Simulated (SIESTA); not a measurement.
## Cu under changes of volume

One of the cells (11.458 Å³/atom); the others are scaled copies at fixed shape and fractional positions:

```
Cu
1.0
    -1.44279    1.44279    1.37608
     1.44279   -1.44279    1.37608
     1.44279    1.44279   -1.37608
Cu
1
Direct
  0.00000 0.00000 0.00000
```

This isn't the form of Cu at room conditions, which is fcc.

```yaml
Program: SIESTA 5.4.2
Functional: LDA
Potentials_or_basis: PseudoDojo 0.4 standard (LDA files)
Basis: DZP (energy shift 0.003 Ry; two zetas on semicore shells)
Grid_cutoff: 800 Ry
Energy_shift: 0.003 Ry
k_mesh: 13 × 13 × 13
Occupations: fermi-dirac, width 0.05 eV
Spin: no spin polarisation
```

```csv
volume (Å³/atom),energy over the lowest point (meV/atom),pressure (GPa)
10.771,0.06,2.3
11.000,0.00,-2.0
11.229,5.42,-5.6
11.458,?,?
11.687,30.66,-11.5
11.916,49.19,-14.2
12.146,71.02,-16.3
```

Task: What does the run at 11.458 Å³/atom give?

Result: Energy over the lowest point 15.97 meV/atom; pressure -8.9 GPa.

Worked out: A Birch-Murnaghan fit of order 3 (a polynomial in V^(-2/3)) to the other rows has its minimum at 10.89 Å³/atom with B0 = V·E''(V) = 200 GPa and B' = 5.4 at fixed shape and positions, which overstates the stiffness. It gives 15.91 meV/atom at 11.458 Å³/atom, against the run's 15.97, and -dE/dV = -8.9 GPa, against -8.9.

Energies are extrapolated to zero smearing.

Caveats: short orbitals over semicore shells can move pressures by several GPa; the basis of atomic orbitals isn't converged, which shifts pressures, moduli and gaps.
